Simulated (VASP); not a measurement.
# GaSb (F-43m) in VASP: a series of runs

GaSb is run at these levels: PBE; tasks: single point.

Everything below comes from runs of VASP 6.6.1. Logs are shortened: lines on timing, memory, paths and dates and some standing lists are left out, and cuts for length are marked.

**What was measured.**

From a printed reference work, data compilation, for a bulk crystal of GaSb at 4.2 K: band gap 0.811 eV (direct).

How close the calculation comes is told below.

### Step 1. The cell of the first run

It takes space group F-43m (No. 216, cubic). The conventional cell has a = 5.993 Å, b = 5.993 Å, c = 5.993 Å, α = 90.00°, β = 90.00°, γ = 90.00°. Within 3.4 Å of Ga (site symmetry -43m) lie 4 Sb at 2.60 Å. Within 3.4 Å of Sb (site symmetry -43m) lie 4 Ga at 2.60 Å.

### Step 2. Single point, PBE

INCAR

```
PREC = Accurate
ENCUT = 500
EDIFF = 1E-6
ISMEAR = 1
SIGMA = 0.01
LREAL = F
LASPH = T
NELM = 120
ALGO = Normal
ISIF = 2
LWAVE = F
LCHARG = F
GGA = PE
NBANDS = 16
GGA_COMPAT = F
```

KPOINTS

```
regular mesh
0
Gamma
  6 6 6
```

POSCAR

```
GaSb
1.0
    0.0000000000      2.9965539066      2.9965539066
    2.9965539066      0.0000000000      2.9965539066
    2.9965539066      2.9965539066      0.0000000000
Ga Sb
1 1
Direct
    0.0000000000      0.0000000000      0.0000000000
    0.2500000000      0.2500000000      0.2500000000
```

Potentials or basis: VASP PAW PBE potentials, release 64 (Ga_d, Sb).

Launch:

```
$ cat potpaw_PBE.64/Ga_d/POTCAR potpaw_PBE.64/Sb/POTCAR > POTCAR
$ mpirun -np 1 vasp_std > vasp.out
```

OUTCAR:

```text
PREC = Accurate
   ENCUT = 500
   EDIFF = 1E-6
   ISMEAR = 1
   LREAL = F
   LASPH = T
   NELM = 120
   ISIF = 2
   GGA = PE

 ion  position               nearest neighbor table
   1  0.000  0.000  0.000-   2 2.60   2 2.60   2 2.60   2 2.60
   2  0.250  0.250  0.250-   1 2.60   1 2.60   1 2.60   1 2.60

  LATTYP: Found a face centered cubic cell.
 ALAT       =     5.9931078132

  Lattice vectors:

 A1 = (   0.0000000000,   2.9965539066,   2.9965539066)
 A2 = (   2.9965539066,   0.0000000000,   2.9965539066)
 A3 = (   2.9965539066,   2.9965539066,   0.0000000000)

Analysis of symmetry for initial positions (statically):
=====================================================================
 Subroutine PRICEL returns:
 Original cell was already a primitive cell.

 Routine SETGRP: Setting up the symmetry group for a
 face centered cubic supercell.

 Subroutine GETGRP returns: Found 24 space group operations
 (whereof 24 operations were pure point group operations)
 out of a pool of 48 trial point group operations.

The static configuration has the point symmetry T_d .

Analysis of symmetry for dynamics (positions and initial velocities):
=====================================================================
 Subroutine PRICEL returns:
 Original cell was already a primitive cell.

 Routine SETGRP: Setting up the symmetry group for a
 face centered cubic supercell.

 Subroutine GETGRP returns: Found 24 space group operations
 (whereof 24 operations were pure point group operations)
 out of a pool of 48 trial point group operations.

The dynamic configuration has the point symmetry T_d .

 Subroutine INISYM returns: Found 24 space group operations
 (whereof 24 operations are pure point group operations),
 and found     1 'primitive' translations

----------------------------------------------------------------------------------------

                                     Primitive cell

  volume of cell :      53.8141

  direct lattice vectors                    reciprocal lattice vectors
     0.000000000  2.996553907  2.996553907    -0.166858336  0.166858336  0.166858336
     2.996553907  0.000000000  2.996553907     0.166858336 -0.166858336  0.166858336
     2.996553907  2.996553907  0.000000000     0.166858336  0.166858336 -0.166858336

  length of vectors
     4.237767175  4.237767175  4.237767175     0.289007116  0.289007116  0.289007116

  position of ions in fractional coordinates (direct lattice)
     0.000000000  0.000000000  0.000000000
[... 68 lines left out ...]
   NELM   =    120;   NELMIN=  2; NELMDL= -5     # of ELM steps
   EDIFF  = 0.1E-05   stopping-criterion for ELM
   LREAL  =      F    real-space projection
   EDIFFG = 0.1E-04   stopping-criterion for IOM
   NSW    =      0    number of steps for IOM
   IBRION =     -1    ionic relax: 0-MD 1-quasi-New 2-CG
   NFREE  =      0    steps in history (QN), initial steepest desc. (CG)
   ISIF   =      2    stress and relaxation
   ISYM   =      2    0-nonsym 1-usesym 2-fastsym
   POTIM  = 0.5000    time-step for ionic-motion
   TEBEG  =    0.0;   TEEND  =   0.0 temperature during run
   PSTRESS=    0.0 pullay stress
   NELECT =      18.0000    total number of electrons
   NUPDOWN=      -1.0000    fix difference up-down
   EMIN   =  10.00;   EMAX   =-10.00  energy-range for DOS
   EFERMI =   0.00;   METHOD = LEGACY
   ISMEAR =     1;   SIGMA  =   0.01  broadening in eV -4-tet -1-fermi 0-gaus
   EFERMI_NEDOS =   21; number of points for ismear=-14 and -15
   IALGO  =     38    algorithm
   IMIX   =      4    mixing-type and parameters
     AMIX     =   0.40;   BMIX     =  1.00
     AMIX_MAG =   1.60;   BMIX_MAG =  1.00
  volume/ion in A,a.u.               =      26.91       181.58
  Fermi-wavevector in a.u.,A,eV,Ry     =   1.136406  2.147496 17.570821  1.291419
  Thomas-Fermi vector in A             =   2.273111
   LORBIT       =      0    0 simple, 1 ext, 2 COOP (PROOUT), +10 PAW based schemes
   GGA     = PE    functional components
   LHFCALC =     F    Hartree Fock is set to
   AEXX    =    0.0000 exact exchange contribution
   IVDW    =     0    specifies the selected vdW correction
   LEPSILON=     F    determine dielectric tensor
   LRPA    =     F    only Hartree local field effects (RPA)
 non-spin polarized calculation
 Methfessel and Paxton  Order N= 1 SIGMA  =   0.01
  energy-cutoff  :      500.00
  volume of cell :       53.81
 maximum number of plane-waves:      1380
   NGX = 15   NGY = 15   NGZ = 15

 number of electron      18.0000008 magnetization

 Free energy of the ion-electron system (eV)
  ---------------------------------------------------
  ext. energy  EPLUGINS =         0.00000000
  ---------------------------------------------------
  free energy    TOTEN  =        -7.22987581 eV

  energy without entropy =       -7.22987581  energy(sigma->0) =       -7.22987581

 E-fermi :   5.5992     XC(G=0):  -9.3574

 val. band max:        5.5336589504   @ k =   0.0000   0.0000   0.0000
 cond. band min:       6.0201954025   @ k =   0.0000   0.0000   0.0000
 fundamental gap:      0.4865364521
 Fermi energy:         5.5992214794

 k-point     1 :       0.0000    0.0000    0.0000
  band No.  band energies     occupation
      1      -9.6460      2.00000
      2      -9.6460      2.00000
      3      -9.6460      2.00000
      4      -9.5862      2.00000
      5      -9.5862      2.00000
      6      -6.3920      2.00000
[... 281 lines left out ...]
      3      -9.6172      2.00000
      4      -9.5963      2.00000
      5      -9.5844      2.00000
      6      -3.6339      2.00000
[... 8 lines left out ...]
     15      15.8979      0.00000
     16      17.2058      0.00000

------------------------ aborting loop because EDIFF is reached ----------------------------------------

  FORCE on cell =-STRESS in cart. coord.  units (eV):
  Direction    XX          YY          ZZ          XY          YZ          ZX
  --------------------------------------------------------------------------------------
  -------------------------------------------------------------------------------------
  Total        2.1323597      2.1323597      2.1323597     -0.0000000     -0.0000000     -0.0000000
  in kB       63.4855328     63.4855328     63.4855328     -0.0000000     -0.0000000     -0.0000000
  external PRESSURE =      63.4855328 kB  Pullay stress =       0.0000000 kB

 VOLUME and BASIS-vectors are now :
 -----------------------------------------------------------------------------
  energy-cutoff  :      500.00
  volume of cell :       53.81
      direct lattice vectors                 reciprocal lattice vectors
     0.000000000  2.996553907  2.996553907    -0.166858336  0.166858336  0.166858336
     2.996553907  0.000000000  2.996553907     0.166858336 -0.166858336  0.166858336
     2.996553907  2.996553907  0.000000000     0.166858336  0.166858336 -0.166858336

 POSITION                                       TOTAL-FORCE (eV/Angst)
 -----------------------------------------------------------------------------------
      0.00000      0.00000      0.00000         0.000000      0.000000      0.000000
      1.49828      1.49828      1.49828        -0.000000     -0.000000     -0.000000
 -----------------------------------------------------------------------------------
    total drift:                                0.000001      0.000001      0.000001

  FREE ENERGIE OF THE ION-ELECTRON SYSTEM (eV)
  ---------------------------------------------------
  free  energy   TOTEN  =        -7.2298758078 eV

  energy  without entropy=       -7.2298758078  energy(sigma->0) =       -7.22987581
```

OSZICAR:

```text
N       E                     dE             d eps       ncg     rms          rms(c)
DAV:   1     0.852702240743E+02    0.85270E+02   -0.83944E+03   520   0.133E+03
DAV:   2    -0.719546155621E+00   -0.85990E+02   -0.82504E+02   600   0.303E+02
DAV:   3    -0.718027681780E+01   -0.64607E+01   -0.64453E+01   616   0.648E+01
DAV:   4    -0.729401634250E+01   -0.11374E+00   -0.11373E+00   640   0.972E+00
DAV:   5    -0.729662521105E+01   -0.26089E-02   -0.26088E-02   624   0.133E+00    0.346E+00
DAV:   6    -0.724499102521E+01    0.51634E-01   -0.64956E-02   760   0.409E+00    0.209E+00
DAV:   7    -0.722828028857E+01    0.16711E-01   -0.46480E-02   584   0.173E+00    0.364E-01
DAV:   8    -0.722934050420E+01   -0.10602E-02   -0.47266E-03   656   0.805E-01    0.105E-01
DAV:   9    -0.722984297865E+01   -0.50247E-03   -0.76704E-04   592   0.208E-01    0.385E-02
DAV:  10    -0.722984913662E+01   -0.61580E-05   -0.29006E-05   704   0.372E-02    0.121E-02
DAV:  11    -0.722987544400E+01   -0.26307E-04   -0.35525E-05   600   0.380E-02    0.671E-03
DAV:  12    -0.722987580777E+01   -0.36378E-06   -0.11725E-06   616   0.931E-03
   1 F= -.72298758E+01 E0= -.72298758E+01  d E =0.715027E-21
```

Wall time 6.2 s (1 thread of Intel Xeon 6975P-C (Granite Rapids), shared host); peak memory 0.17 GiB.

What came out:

```yaml
Free_energy: -7.2299 eV
Pressure: 6.3 GPa
Band_gap_on_the_k_mesh: 0.49 eV, direct
```

Caveat: spin-orbit coupling is left out, which moves the levels of the heavy elements. A k mesh can miss the band edges.

### Step 3. Single point, PBE

This run uses another cell than the first one, of 27.77 Å³/atom, 1.032 times its volume.

INCAR, as its differences from that of step 2:

```diff
@@ -11,4 +11,6 @@
 LWAVE = F
-LCHARG = F
+LCHARG = T
 GGA = PE
+LELF = T
+LVHAR = T
 NBANDS = 16
```

KPOINTS is that of step 2.

POSCAR

```
GaSb
1.0
    0.0000000000      3.0280988974      3.0280988974
    3.0280988974      0.0000000000      3.0280988974
    3.0280988974      3.0280988974      0.0000000000
Ga Sb
1 1
Direct
    0.0000000000      0.0000000000      0.0000000000
    0.2500000000      0.2500000000      0.2500000000
```

Potentials or basis: VASP PAW PBE potentials, release 64 (Ga_d, Sb).

Launch:

```
$ cat potpaw_PBE.64/Ga_d/POTCAR potpaw_PBE.64/Sb/POTCAR > POTCAR
$ mpirun -np 1 vasp_std > vasp.out
```

Run time: 6.2 s. Hardware: 1 thread of Intel Xeon 6975P-C (Granite Rapids), shared host; peak memory 0.18 GiB.

The run converged. Its results:

| Property | Result |
| --- | --- |
| Free energy | -7.2861 eV |
| Pressure | 4.2 GPa |
| Band gap on the k mesh | 0.25 eV, direct |

Levels at points of the mesh, in eV from the valence-band top:
```csv
k point,band 5,band 6,band 7,band 8,band 9,band 10,band 11,band 12,band 13,band 14
"(0.00, 0.00, 0.00)",-15.05,-11.69,0.00,0.00,0.00,0.25,2.76,2.76,2.76,5.83
"(0.50, 0.00, 0.00)",-15.05,-9.99,-6.52,-1.21,-1.21,0.46,3.74,3.74,6.44,9.55
"(0.50, 0.50, 0.00)",-15.05,-9.11,-6.96,-2.68,-2.68,0.87,1.19,8.88,8.88,10.33
```

Caveat: spin-orbit coupling is left out, which moves the levels of the heavy elements. A k mesh can miss the band edges.

### Step 4. Single point, PBE

This run uses another cell than the first one, of 28.62 Å³/atom, 1.064 times its volume.

INCAR

```
SYSTEM = GaSb
  ALGO = Normal
  EDIFF = 1E-6
  ENCUT = 500
  GGA = PE
  GGA_COMPAT = .FALSE.
  ISIF = 2
  ISMEAR = 1
  LASPH = .TRUE.
  LCHARG = .FALSE.
  LREAL = .FALSE.
  LWAVE = .FALSE.
  NBANDS = 16
  NELM = 120
  PREC = Accurate
  SIGMA = 0.0054
```

KPOINTS

```
k-points
0
G
  6 6 6
  0 0 0
```

POSCAR

```
GaSb
1.0
    0.0000000000      3.0590000000      3.0590000000
    3.0590000000      0.0000000000      3.0590000000
    3.0590000000      3.0590000000      0.0000000000
Ga Sb
1 1
Direct
    0.0000000000      0.0000000000      0.0000000000
    0.2500000000      0.2500000000      0.2500000000
```

Launch:

```
$ cat potpaw_PBE.64/Ga_d/POTCAR potpaw_PBE.64/Sb/POTCAR > POTCAR
$ mpirun -np 1 vasp_std > vasp.out
```

It took 6.1 s on 1 thread of Intel Xeon 6975P-C (Granite Rapids), shared host; peak memory 0.17 GiB.

It converged, with:

```yaml
Free_energy: -7.3209 eV
Pressure: 2.3 GPa
Band_gap_on_the_k_mesh: 0.03 eV, direct
```

Levels at points of the mesh, in eV from the valence-band top:
| k point | band 5 | band 6 | band 7 | band 8 | band 9 | band 10 | band 11 | band 12 | band 13 | band 14 |
| --- | --- | --- | --- | --- | --- | --- | --- | --- | --- | --- |
| (0.00, 0.00, 0.00) | -15.00 | -11.48 | 0.00 | 0.00 | 0.00 | 0.03 | 2.77 | 2.77 | 2.77 | 5.81 |
| (0.50, 0.00, 0.00) | -15.00 | -9.85 | -6.37 | -1.16 | -1.16 | 0.40 | 3.74 | 3.74 | 6.47 | 9.37 |
| (0.50, 0.50, 0.00) | -14.99 | -9.02 | -6.82 | -2.58 | -2.58 | 0.90 | 1.25 | 8.68 | 8.68 | 10.06 |

Caveat: spin-orbit coupling is left out, which moves the levels of the heavy elements.

### Step 5. Overview

| cell | smearing | gap on the mesh (eV) | pressure (GPa) |
| --- | --- | --- | --- |
| a = 4.238 Å, angles 60.0°, 2 atoms | methfessel-paxton 0.01 eV | 0.49 | 6.3 |
| a = 4.282 Å, angles 60.0°, 2 atoms | methfessel-paxton 0.01 eV | 0.25 | 4.2 |
| a = 4.326 Å, angles 60.0°, 2 atoms | methfessel-paxton 0.0054 eV | 0.03 | 2.3 |

Alike in all rows: task single point; level PBE; potentials or basis VASP PAW PBE potentials, release 64 (Ga_d, Sb); no spin polarisation; k mesh 6 × 6 × 6; cutoff (eV) 500.

Caveats: spin-orbit coupling is left out, which moves the levels of the heavy elements.

Absolute energies hang on the potentials; compare differences alone.

### Step 6. Comparison with measurements

Step 4. A measured gap of GaSb is 0.811 eV (direct; 4.2 K; a printed reference work, data compilation); the calculated 0.03 eV misses it by -0.78 eV. Spin-orbit coupling on Ga, Sb is left out. The value is that of PBE on a finite k mesh, which can miss the band edges, without temperature or zero-point motion. Semilocal functionals fall short of measured gaps as a rule.
